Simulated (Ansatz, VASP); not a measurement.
**One calculation of ZnS, two programs**

POSCAR

```
ZnS
1.0
    5.3890263884      0.0000000000      0.0000000000
    0.0000000000     -5.3890263884      0.0000000000
    0.0000000000      0.0000000000     -5.3890263884
Zn S
4 4
Direct
    0.0000000000      0.0000000000      0.0000000000
    0.5000000000      0.5000000000      0.0000000000
    0.5000000000      0.0000000000      0.5000000000
    0.0000000000      0.5000000000      0.5000000000
    0.7500000000      0.7500000000      0.7500000000
    0.2500000000      0.2500000000      0.7500000000
    0.2500000000      0.7500000000      0.2500000000
    0.7500000000      0.2500000000      0.2500000000
```

Contents of INCAR.step1:

```
ALGO = Normal
EDIFF = 1E-4
ENCUT = 520
GGA = PE
ISMEAR = 0
LASPH = T
LCHARG = F
LREAL = F
LWAVE = T
NBANDS = 46
NELM = 60
PREC = Accurate
SIGMA = 0.05
```

The input INCAR.step2:

```
ALGO = Normal
EDIFF = 1E-6
ENCUT = 520
ISIF = 2
ISMEAR = 0
ISTART = 1
LASPH = T
LCHARG = F
LMIXTAU = T
LREAL = F
LWAVE = F
METAGGA = R2SCAN
NBANDS = 46
NELM = 60
PREC = Accurate
SIGMA = 0.05
```

The input KPOINTS:

```
k-points
0
Gamma
  4 4 4
```

Input for Ansatz:

```yaml
crystal:
  lattice:
    - [5.3890263884, 0.0, 0.0]
    - [0.0, -5.3890263884, 0.0]
    - [0.0, 0.0, -5.3890263884]
  atoms:
    - { symbol: Zn, position: [0.0, 0.0, 0.0] }
    - { symbol: Zn, position: [0.5, 0.5, 0.0] }
    - { symbol: Zn, position: [0.5, 0.0, 0.5] }
    - { symbol: Zn, position: [0.0, 0.5, 0.5] }
    - { symbol: S, position: [0.75, 0.75, 0.75] }
    - { symbol: S, position: [0.25, 0.25, 0.75] }
    - { symbol: S, position: [0.25, 0.75, 0.25] }
    - { symbol: S, position: [0.75, 0.25, 0.25] }
basis:
  ecutwfc: 500
kpoints:
  mp_grid: { grid: [4, 4, 4] }
hamiltonian:
  xc: r2scan
scf:
  occupations: { method: gaussian, width: 0.05 }
output:
  forces: true
  stress: true
  eigenvalues: true
  write_density: true
  write_potential: true
  elf: true
  volumetric_format: npy
```

Alike in both runs: task single point; functional r2SCAN; k mesh 4 × 4 × 4; occupations gaussian, width 0.05 eV; no spin polarisation.

|  | VASP | Ansatz |
| --- | --- | --- |
| version | VASP 6.6.1 | Ansatz 0.2.0 |
| potentials or method | VASP PAW PBE potentials, release 64 (Zn, S) | scalar-relativistic, plane waves, PAW |
| plane-wave cutoff (eV) | 520 | 500 |
| valence electrons in the cell | 72 | 72 |

```csv
,VASP,Ansatz,Ansatz less VASP
gap on the k mesh at the Fermi level (eV),2.71,2.70,-0.010
least direct gap on the mesh (eV),2.71,2.70,-0.010
pressure (GPa),0.1,0.0,-0.09
```

Caveats: the PAW data sets were made with another functional, which shifts forces and pressure a little (VASP).
